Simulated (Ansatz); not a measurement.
# ScH3: the cost of one run

Computed with Ansatz 0.2.0 (DFT PBE, scalar-relativistic, plane waves, PAW, unless a step's input says otherwise).

## Step 1: The structure to begin with

The structure is hexagonal, space group P6_3/mmc (No. 194). Conventional cell: a = 5.422 Å, b = 5.422 Å, c = 4.187 Å, α = 90.00°, β = 90.00°, γ = 120.00°. Sc (site symmetry -6m2) is surrounded by 12 H at 2.59 to 2.71 Å. H (site symmetry mm2) is surrounded by 4 Sc at 2.59 to 2.71 Å and 6 H at 2.64 Å.

Structure file:

```
Sc H
1.0
     5.42200    0.00000    0.00000
    -2.71100    4.69559    0.00000
     0.00000    0.00000    4.18683
Sc H
2 6
Direct
  0.33333 0.66667 0.75000
  0.66667 0.33333 0.25000
  0.82882 0.17118 0.75000
  0.34236 0.17118 0.75000
  0.17118 0.82882 0.25000
  0.65764 0.82882 0.25000
  0.82882 0.65764 0.75000
  0.17118 0.34236 0.25000
```

Recipe of the guess: species swapped into a database cell of Nd3Sc (P6_3/mmc, No. 194), with H on the Nd sites. The dimensions are guesses.

## Step 2: A first look at the guess

Input file input.yaml:

```yaml
crystal:
  lattice:
    - [5.42200434, 0.0, 0.0]
    - [-2.71100217, 4.6955935, 0.0]
    - [0.0, 0.0, 4.18683372]
  atoms:
    - { symbol: Sc, position: [0.33333333, 0.66666667, 0.75] }
    - { symbol: Sc, position: [0.66666667, 0.33333333, 0.25] }
    - { symbol: H, position: [0.82881935, 0.17118065, 0.75] }
    - { symbol: H, position: [0.3423613, 0.17118065, 0.75] }
    - { symbol: H, position: [0.17118065, 0.82881935, 0.25] }
    - { symbol: H, position: [0.6576387, 0.82881935, 0.25] }
    - { symbol: H, position: [0.82881935, 0.6576387, 0.75] }
    - { symbol: H, position: [0.17118065, 0.3423613, 0.25] }
basis:
  ecutwfc: 420
kpoints:
  mp_grid: { grid: [6, 6, 4] }
hamiltonian:
  xc: pbe
scf:
  occupations: { method: gaussian, width: 0.1 }
  lower_state_search: "off"
output:
  forces: true
  stress: true
  eigenvalues: true
```

Command:

```sh
$ ansatz run input.yaml --threads 1 --pin off --max-ram 2048MiB --backend cpu --events-out ev --progress --plain --runs-dir out
```

Q: Estimate wall time and peak memory on 1 thread of Arm Neoverse V2, shared host.

About 2.1 s, with a peak of 0.35 GiB.
